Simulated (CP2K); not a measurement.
Runs of CP2K 2026.2 on MgS (Niningerite). Symmetry: Fm-3m, No. 225, cubic system. The conventional cell has a = 5.203 Å, b = 5.203 Å, c = 5.203 Å, α = 90.00°, β = 90.00°, γ = 90.00°. S (site symmetry m-3m) is surrounded by 6 Mg at 2.60 Å. Around Mg (site symmetry m-3m) lie 6 S at 2.60 Å. 

```tsv
level	potentials or basis	smearing	EPS_DEFAULT	NGRIDS	points a segment of the path (NPOINTS)	bands added on the path	gap on the mesh (eV)	pressure (GPa)
LDA	GTH_POTENTIALS S GTH-PADE-q6, Mg GTH-PADE-q10; TZVP-MOLOPT-PBE-GTH basis	fermi-dirac 0.01 eV	1.0E-9	5	8	2	2.61	-1.6
r2SCAN	POTENTIAL_UZH S GTH-SCAN-q6, Mg GTH-SCAN-q10; TZVP-MOLOPT-SCAN-GTH basis	fermi-dirac 0.05 eV	1.0E-10	5	8	6	3.61	1.0
TB-mBJ	POTENTIAL_UZH S GTH-PBE-q6, Mg GTH-PBE-q10; TZVP-MOLOPT-PBE-GTH basis	fermi-dirac 0.01 eV	1.0E-10	5	6	2	(b)	-
PBE	POTENTIAL_UZH S GTH-PBE-q6, Mg GTH-PBE-q10; TZVP-MOLOPT-PBE-GTH basis	fermi-dirac 0.05 eV	1.0E-9	5	6	4	(a)	2.7
PBEsol	POTENTIAL_UZH S GTH-PBE-q6, Mg GTH-PBE-q10; TZVP-MOLOPT-PBE-GTH basis	fermi-dirac 0.1 eV	1.0E-10	4	6	6	2.73	(c)
```

Alike in all rows: task band structure; no spin polarisation; cell as given; k mesh 9 × 9 × 9.

Problem. Fill in the values left out.

Solution. (a) 2.85; (b) 3.11; (c) 1.1.

Caveats: the mesh misses the band edges, which the band path finds closer together; the basis of atomic orbitals isn't converged, which shifts pressures, moduli and gaps; the potentials were made for another functional, which shifts forces and pressure (some runs); this is a model potential without an energy functional, so only levels have meaning (some runs).
